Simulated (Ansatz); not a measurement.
Relaxed bulk NbAs:

```cif
data_structure
_symmetry_space_group_name_H-M 'I4_1md'
_symmetry_Int_Tables_number 109
_cell_length_a 3.4735
_cell_length_b 3.4735
_cell_length_c 11.7492
_cell_angle_alpha 90.000
_cell_angle_beta 90.000
_cell_angle_gamma 90.000
_cell_volume 141.75
loop_
_atom_site_label
_atom_site_type_symbol
_atom_site_symmetry_multiplicity
_atom_site_Wyckoff_symbol
_atom_site_fract_x
_atom_site_fract_y
_atom_site_fract_z
_atom_site_occupancy
Nb1 Nb 4 a 0.50000 0.50000 0.99890 1
As1 As 4 a 0.00000 0.00000 0.91710 1
```

Miller indices refer to the conventional cell of I4_1md (No. 109), a = 3.473 Å, b = 3.473 Å, c = 11.749 Å, α = 90.00°, β = 90.00°, γ = 90.00°.

The (001) slab of 8 planes, 10.8 Å thick with 15 Å of vacuum as cut; outer planes As (top) and Nb (bottom).

The calculation used DFT PBE, scalar-relativistic, plane waves, PAW (Ansatz). Settings: cutoff 420 eV, Γ-centred mesh 10×10×1 on the computed 8-atom cell, Gaussian smearing of 0.10 eV; no spin polarisation. The cell repeats along c with a dipole correction in the vacuum.

Results for the relaxed slab:

| Item | Value |
| --- | --- |
| Surface energy (mean of both faces) | 3.43 J/m² |
| Work function | 5.29 eV (top), 3.62 eV (bottom) |
| Dipole of the slab along +c, per cell | -0.11 e·Å |

Relaxation lowers the energy by 0.067 J/m² a face; the largest move is 0.109 Å.

```tsv
plane (bottom to top)	atoms	spacing to next, bulk (Å)	relaxed (Å)	change (%)
1	Nb	1.976	1.828	-7.5
2	As	0.961	0.999	+4.0
3	Nb	1.976	1.963	-0.7
4	As	0.961	0.954	-0.7
5	Nb	1.976	1.977	0.0
6	As	0.961	1.006	+4.6
7	Nb	1.976	1.920	-2.9
8	As
```